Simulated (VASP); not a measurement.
# SiNi (P2_13) in VASP: further runs

The runs below take SiNi through electric field gradients, core levels, phonons, with PBE.

Program: VASP 6.6.1. These are calculated values, not measurements. Logs are shortened: lines on timing, memory, paths and dates and some standing lists are left out, and cuts for length are marked.

**1. The crystal as given**

The structure is cubic, space group P2_13 (No. 198). The conventional cell has a = 4.504 Å, b = 4.504 Å, c = 4.504 Å, α = 90.00°, β = 90.00°, γ = 90.00°. Ni (site symmetry 3) has 7 Si at 2.36 to 2.44 Å as nearest neighbours. Around Si (site symmetry 3) lie 7 Ni at 2.36 to 2.44 Å.

The cell is a database's computed one.

**2. Electric field gradients, PBE, collinear spin, ferromagnetic start**

The input, INCAR:

```
PREC = Accurate
ENCUT = 520
EDIFF = 1E-8
ISMEAR = 0
SIGMA = 0.02
LREAL = False
LASPH = True
NELM = 150
ALGO = Fast
ISIF = 2
LWAVE = False
LCHARG = False
ISPIN = 2
MAGMOM = 1 1 1 1 0 0 0 0
LORBIT = 11
LMAXMIX = 4
GGA = PE
LEFG = True
```

The input, KPOINTS:

```
Automatic mesh
0
Gamma
  5 5 5
```

The input, POSCAR:

```
SiNi
1.0
    4.5036940000      0.0000000000      0.0000000000
    0.0000000000      4.5036940000      0.0000000000
    0.0000000000      0.0000000000      4.5036940000
Ni Si
4 4
Direct
    0.1495040000      0.1495040000      0.1495040000
    0.6495040000      0.3504960000      0.8504960000
    0.8504960000      0.6495040000      0.3504960000
    0.3504960000      0.8504960000      0.6495040000
    0.8468300000      0.8468300000      0.8468300000
    0.3468300000      0.6531700000      0.1531700000
    0.1531700000      0.3468300000      0.6531700000
    0.6531700000      0.1531700000      0.3468300000
```

Potentials or basis: VASP PAW PBE potentials, release 64 (Ni, Si).

Launch:

```
$ cat potpaw_PBE.64/Ni/POTCAR potpaw_PBE.64/Si/POTCAR > POTCAR
$ mpirun -np 1 vasp_std > vasp.out
```

OUTCAR:

```text
PREC = Accurate
   ENCUT = 520
   EDIFF = 1E-8
   ISMEAR = 0
   LREAL = False
   LASPH = True
   NELM = 150
   ISIF = 2
   ISPIN = 2
   LORBIT = 11
   GGA = PE

 ion  position               nearest neighbor table
   1  0.150  0.150  0.150-   5 2.36   6 2.41   7 2.41   8 2.41   6 2.44   7 2.44   8 2.44   2 2.78
                             4 2.78   4 2.78   2 2.78   3 2.78   3 2.78
   2  0.650  0.350  0.850-   6 2.36   5 2.41   7 2.41   8 2.41   7 2.44   8 2.44   5 2.44   3 2.78
                             1 2.78   3 2.78   1 2.78   4 2.78   4 2.78
   3  0.850  0.650  0.350-   7 2.36   6 2.41   5 2.41   8 2.41   8 2.44   5 2.44   6 2.44   2 2.78
                             2 2.78   4 2.78   4 2.78   1 2.78   1 2.78
   4  0.350  0.850  0.650-   8 2.36   6 2.41   7 2.41   5 2.41   6 2.44   7 2.44   5 2.44   1 2.78
                             1 2.78   3 2.78   3 2.78   2 2.78   2 2.78
   5  0.847  0.847  0.847-   1 2.36   2 2.41   3 2.41   4 2.41   2 2.44   3 2.44   4 2.44   6 2.78
                             7 2.78   8 2.78   8 2.78   7 2.78   6 2.78
   6  0.347  0.653  0.153-   2 2.36   1 2.41   3 2.41   4 2.41   3 2.44   4 2.44   1 2.44   8 2.78
                             5 2.78   7 2.78   7 2.78   8 2.78   5 2.78
   7  0.153  0.347  0.653-   3 2.36   2 2.41   1 2.41   4 2.41   4 2.44   1 2.44   2 2.44   8 2.78
                             5 2.78   6 2.78   5 2.78   6 2.78   8 2.78
   8  0.653  0.153  0.347-   4 2.36   2 2.41   3 2.41   1 2.41   2 2.44   3 2.44   1 2.44   7 2.78
                             5 2.78   5 2.78   6 2.78   6 2.78   7 2.78

  LATTYP: Found a simple cubic cell.
 ALAT       =     4.5036940000

  Lattice vectors:

 A1 = (   4.5036940000,   0.0000000000,   0.0000000000)
 A2 = (   0.0000000000,   4.5036940000,   0.0000000000)
 A3 = (   0.0000000000,   0.0000000000,   4.5036940000)

Analysis of symmetry for initial positions (statically):
=====================================================================
 Subroutine PRICEL returns:
 Original cell was already a primitive cell.

 Routine SETGRP: Setting up the symmetry group for a
 simple cubic supercell.

 Subroutine GETGRP returns: Found 12 space group operations
 (whereof  3 operations were pure point group operations)
 out of a pool of 48 trial point group operations.

The static configuration has the point symmetry C_3 .
 The point group associated with its full space group is T   .

Analysis of symmetry for dynamics (positions and initial velocities):
=====================================================================
 Subroutine PRICEL returns:
 Original cell was already a primitive cell.

 Routine SETGRP: Setting up the symmetry group for a
 simple cubic supercell.

 Subroutine GETGRP returns: Found 12 space group operations
 (whereof  3 operations were pure point group operations)
 out of a pool of 48 trial point group operations.

The dynamic configuration has the point symmetry C_3 .
 The point group associated with its full space group is T   .

Analysis of structural, dynamic, and magnetic symmetry:
=====================================================================
 Subroutine PRICEL returns:
 Original cell was already a primitive cell.

 Routine SETGRP: Setting up the symmetry group for a
 simple cubic supercell.

 Subroutine GETGRP returns: Found 12 space group operations
 (whereof  3 operations were pure point group operations)
 out of a pool of 48 trial point group operations.

The overall configuration has the point symmetry C_3 .
 The point group associated with its full space group is T   .

 Subroutine INISYM returns: Found 12 space group operations
 (whereof  3 operations are pure point group operations),
 and found     1 'primitive' translations

----------------------------------------------------------------------------------------

                                     Primitive cell

  volume of cell :      91.3496

  direct lattice vectors                    reciprocal lattice vectors
     4.503694000  0.000000000  0.000000000     0.222039952  0.000000000  0.000000000
     0.000000000  4.503694000  0.000000000     0.000000000  0.222039952  0.000000000
     0.000000000  0.000000000  4.503694000     0.000000000  0.000000000  0.222039952

  length of vectors
     4.503694000  4.503694000  4.503694000     0.222039952  0.222039952  0.222039952

  position of ions in fractional coordinates (direct lattice)
     0.149504000  0.149504000  0.149504000
     0.649504000  0.350496000  0.850496000
     0.850496000  0.649504000  0.350496000
     0.350496000  0.850496000  0.649504000
     0.846830000  0.846830000  0.846830000
     0.346830000  0.653170000  0.153170000
     0.153170000  0.346830000  0.653170000
     0.653170000  0.153170000  0.346830000

  ion indices of the primitive-cell ions
   primitive index   ion index
                 1           1
                 2           2
                 3           3
                 4           4
                 5           5
                 6           6
                 7           7
[... 80 lines left out ...]
  volume/ion in A,a.u.               =      11.42        77.06
  Fermi-wavevector in a.u.,A,eV,Ry     =   1.390706  2.628053 26.314523  1.934063
  Thomas-Fermi vector in A             =   2.514615
   LORBIT       =     11    0 simple, 1 ext, 2 COOP (PROOUT), +10 PAW based schemes
   GGA     = PE    functional components
   LHFCALC =     F    Hartree Fock is set to
   AEXX    =    0.0000 exact exchange contribution
   IVDW    =     0    specifies the selected vdW correction
   LEPSILON=     F    determine dielectric tensor
   LRPA    =     F    only Hartree local field effects (RPA)
 spin polarized calculation
 RMM-DIIS sequential band-by-band and
 Gauss-broadening in eV      SIGMA  =   0.02
  energy-cutoff  :      520.00
  volume of cell :       91.35
 maximum number of plane-waves:      2517
 NGX is ok and might be reduce to    36
   NGX = 17   NGY = 17   NGZ = 17

 number of electron      55.9999997 magnetization      -0.0000064

 number of electron      55.9999997 magnetization       0.0000175

 Free energy of the ion-electron system (eV)
  ---------------------------------------------------
  ext. energy  EPLUGINS =         0.00000000
  ---------------------------------------------------
  free energy    TOTEN  =       -46.81319099 eV

  energy without entropy =      -46.81212027  energy(sigma->0) =      -46.81265563

 E-fermi :  11.9965     XC(G=0): -12.5653

 val. band max:       11.9935539079   @ k =   0.2000   0.2000   0.0000
 cond. band min:      12.0397243572   @ k =   0.4000   0.2000   0.0000
 fundamental gap:      0.0461704493
 Fermi energy:        11.9964854908

 spin component 1

 k-point     1 :       0.0000    0.0000    0.0000
  band No.  band energies     occupation
      1      -2.2648      1.00000
      2       3.1348      1.00000
      3       3.1348      1.00000
      4       3.1348      1.00000
      5       5.6664      1.00000
      6       5.6664      1.00000
[... 407 lines left out ...]
     34      16.2479      0.00000
     35      16.6637      0.00000
 Fermi energy:        11.9964854908

 spin component 2

 k-point     1 :       0.0000    0.0000    0.0000
  band No.  band energies     occupation
      1      -2.2648      1.00000
      2       3.1348      1.00000
      3       3.1348      1.00000
      4       3.1348      1.00000
      5       5.6664      1.00000
      6       5.6664      1.00000
[... 407 lines left out ...]
     34      16.2487      0.00000
     35      16.6635      0.00000

------------------------ aborting loop because EDIFF is reached ----------------------------------------

  FORCE on cell =-STRESS in cart. coord.  units (eV):
  Direction    XX          YY          ZZ          XY          YZ          ZX
  --------------------------------------------------------------------------------------
  -------------------------------------------------------------------------------------
  Total        1.0768536      1.0768536      1.0768536      0.0000000      0.0000000     -0.0000000
  in kB       18.8868978     18.8868978     18.8868978      0.0000000      0.0000000     -0.0000000
  external PRESSURE =      18.8868978 kB  Pullay stress =       0.0000000 kB

 VOLUME and BASIS-vectors are now :
 -----------------------------------------------------------------------------
  energy-cutoff  :      520.00
  volume of cell :       91.35
      direct lattice vectors                 reciprocal lattice vectors
     4.503694000  0.000000000  0.000000000     0.222039952  0.000000000  0.000000000
     0.000000000  4.503694000  0.000000000     0.000000000  0.222039952  0.000000000
     0.000000000  0.000000000  4.503694000     0.000000000  0.000000000  0.222039952

 POSITION                                       TOTAL-FORCE (eV/Angst)
 -----------------------------------------------------------------------------------
      0.67332      0.67332      0.67332        -0.010890     -0.010890     -0.010890
      2.92517      1.57853      3.83037        -0.010890      0.010890      0.010890
      3.83037      2.92517      1.57853         0.010890     -0.010890      0.010890
      1.57853      3.83037      2.92517         0.010890      0.010890     -0.010890
      3.81386      3.81386      3.81386        -0.011254     -0.011254     -0.011254
      1.56202      2.94168      0.68983        -0.011254      0.011254      0.011254
      0.68983      1.56202      2.94168         0.011254     -0.011254      0.011254
      2.94168      0.68983      1.56202         0.011254      0.011254     -0.011254
 -----------------------------------------------------------------------------------
    total drift:                                0.000000      0.000000     -0.000000

  FREE ENERGIE OF THE ION-ELECTRON SYSTEM (eV)
  ---------------------------------------------------
  free  energy   TOTEN  =       -46.8131909919 eV

  energy  without entropy=      -46.8121202736  energy(sigma->0) =      -46.81265563

 Electric field gradients (V/A^2)
---------------------------------------------------------------------
 ion       V_xx      V_yy      V_zz      V_xy      V_xz      V_yz
---------------------------------------------------------------------
   1       0.000     0.000    -0.000     1.195     1.195     1.195
   2       0.000     0.000    -0.000    -1.195    -1.195     1.195
   3      -0.000    -0.000    -0.000    -1.195     1.195    -1.195
   4      -0.000    -0.000    -0.000     1.195    -1.195    -1.195
   5      -0.000     0.000    -0.000    -6.027    -6.027    -6.027
   6      -0.000     0.000    -0.000     6.027     6.027    -6.027
   7      -0.000     0.000    -0.000     6.027    -6.027     6.027
   8      -0.000     0.000    -0.000    -6.027     6.027     6.027
---------------------------------------------------------------------

 Electric field gradients after diagonalization (V/A^2)
 (convention: |V_zz| > |V_xx| > |V_yy|)
----------------------------------------------------------------------
 ion       V_xx      V_yy      V_zz     asymmetry (V_yy - V_xx)/ V_zz
----------------------------------------------------------------------
   1      -1.195    -1.195     2.389       0.000
   2      -1.195    -1.195     2.389       0.000
   3      -1.195    -1.195     2.389       0.000
   4      -1.195    -1.195     2.389       0.000
   5       6.027     6.027   -12.054       0.000
   6       6.027     6.027   -12.054       0.000
   7       6.027     6.027   -12.054       0.000
   8       6.027     6.027   -12.054       0.000
----------------------------------------------------------------------

           NMR quadrupolar parameters

 Cq : quadrupolar parameter    Cq=e*Q*V_zz/h
 eta: asymmetry parameters     (V_yy - V_xx)/ V_zz
 Q  : nuclear electric quadrupole moment in mb (millibarn)
----------------------------------------------------------------------
 ion       Cq(MHz)       eta       Q (mb)
----------------------------------------------------------------------
   1       0.006       0.000       1.000
   2       0.006       0.000       1.000
   3       0.006       0.000       1.000
   4       0.006       0.000       1.000
   5      -0.029       0.000       1.000
   6      -0.029       0.000       1.000
   7      -0.029       0.000       1.000
   8      -0.029       0.000       1.000
----------------------------------------------------------------------

 total charge

# of ion       s       p       d       tot
------------------------------------------
    1        0.453   0.602   8.493   9.548
    2        0.453   0.602   8.493   9.548
    3        0.453   0.602   8.493   9.548
    4        0.453   0.602   8.493   9.548
    5        0.740   0.845   0.000   1.585
    6        0.740   0.845   0.000   1.585
    7        0.740   0.845   0.000   1.585
    8        0.740   0.845   0.000   1.585
--------------------------------------------------
tot          4.774   5.786  33.970  44.530

 magnetization (x)

# of ion       s       p       d       tot
------------------------------------------
    1       -0.000  -0.000   0.000   0.000
    2       -0.000  -0.000   0.000   0.000
    3       -0.000  -0.000   0.000   0.000
    4       -0.000  -0.000   0.000   0.000
    5        0.000   0.000   0.000   0.000
    6        0.000   0.000   0.000   0.000
    7        0.000   0.000   0.000   0.000
    8        0.000   0.000   0.000   0.000
--------------------------------------------------
tot          0.000  -0.000   0.000   0.000
```

It took 2 min on 1 thread of Intel Xeon Platinum 8375C at 2.90GHz (Ice Lake), shared host; peak memory 0.26 GiB.

What came out:

```
Free energy                                           : -46.8132 eV
Pressure                                              : 1.9 GPa
Largest force                                         : 0.019 eV/Å
Band gap on the k mesh                                : none (metal or under the smearing width)
Net moment                                            : 0.00 μB per cell
Valence electrons inside the program's atomic spheres : Ni 9.55; Si 1.58
```

Forces in eV/Å, atoms in the order of the input:
```
Ni  -0.011 -0.011 -0.011
Ni  -0.011  0.011  0.011
Ni   0.011 -0.011  0.011
Ni   0.011  0.011 -0.011
Si  -0.011 -0.011 -0.011
Si  -0.011  0.011  0.011
Si   0.011 -0.011  0.011
Si   0.011  0.011 -0.011
```

Electric field gradients, principal values (V/Å²):
```csv
atom,Vxx,Vyy,Vzz
1 Ni,-1.195,-1.195,2.389
2 Ni,-1.195,-1.195,2.389
3 Ni,-1.195,-1.195,2.389
4 Ni,-1.195,-1.195,2.389
5 Si,6.027,6.027,-12.054
6 Si,6.027,6.027,-12.054
7 Si,6.027,6.027,-12.054
8 Si,6.027,6.027,-12.054
```

(Part 1 of 3 ends here.)
